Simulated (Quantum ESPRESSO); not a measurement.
Here is a Quantum ESPRESSO 7.5 calculation.

The input pw.in:

```
&CONTROL
  calculation = 'scf'
  prefix = 'pwscf'
  outdir = './tmp'
  pseudo_dir = './pseudo'
  tprnfor = .true.
  tstress = .true.
  disk_io = 'low'
/
&SYSTEM
  ibrav = 0
  nat = 2
  ntyp = 1
  ecutwfc = 45
  ecutrho = 360
  nbnd = 21
  occupations = 'smearing'
  smearing = 'fd'
  degauss = 0.00367493
/
&ELECTRONS
  conv_thr = 4d-10
  electron_maxstep = 120
  mixing_beta = 0.5
/
ATOMIC_SPECIES
Ge    72.6300 ge_pbesol_v1.4.uspp.F.UPF
CELL_PARAMETERS angstrom
   0.0000000000    2.8289100000    2.8289100000
   2.8289100000    0.0000000000    2.8289100000
   2.8289100000    2.8289100000    0.0000000000
ATOMIC_POSITIONS crystal
Ge     0.7500000000    0.7500000000    0.7500000000
Ge     0.5000000000    0.5000000000    0.5000000000
K_POINTS automatic
8 8 8 0 0 0
```

The input pp_density.in:

```
&INPUTPP
  prefix = 'pwscf'
  outdir = './tmp'
  filplot = 'density.dat'
  plot_num = 0
/
&PLOT
  nfile = 1
  filepp(1) = 'density.dat'
  iflag = 3
  output_format = 6
  fileout = 'density.cube'
/
```

The input pp_potential.in:

```
&INPUTPP
  prefix = 'pwscf'
  outdir = './tmp'
  filplot = 'potential.dat'
  plot_num = 11
/
&PLOT
  nfile = 1
  filepp(1) = 'potential.dat'
  iflag = 3
  output_format = 6
  fileout = 'potential.cube'
/
```

Potentials or basis: GBRV 1.5 PBEsol.

The run is started by

```sh
$ OMP_NUM_THREADS=1 mpirun -n 2 pw.x -nk 2 -in pw.in > pw.out
$ OMP_NUM_THREADS=1 mpirun -n 1 pp.x -in pp_density.in > pp_density.out
$ OMP_NUM_THREADS=1 mpirun -n 1 pp.x -in pp_potential.in > pp_potential.out
```

Task: Predict the band gap on the k mesh.

Result: None (metal or under the smearing width).

Task: What does it give for the pressure?

Result: 0.4 GPa.

Caveat: this crystal is a semiconductor, whose small gap the functional closes, so the metal is an error of the method.

**The experiment to reproduce.**

From “Temperature-dependent photoluminescence in Ge: experiment and theory”, 2020, arxiv:2003.00143, for a bulk crystal of Ge at 0 K: band gap 0.744 eV (indirect).

Against the measured gap of Ge, 0.744 eV (indirect; 0 K; “Temperature-dependent photoluminescence in Ge: experiment and theory”, 2020, arxiv:2003.00143), the calculated 0.00 eV is off by -0.74 eV. 3 values of this kind are on record (0.666 to 0.807 eV); this one was drawn at random among those near their median. Spin-orbit coupling on Ge is left out. The value is that of PBEsol on a finite k mesh, which can miss the band edges, without temperature or zero-point motion. Semilocal functionals fall short of measured gaps as a rule.
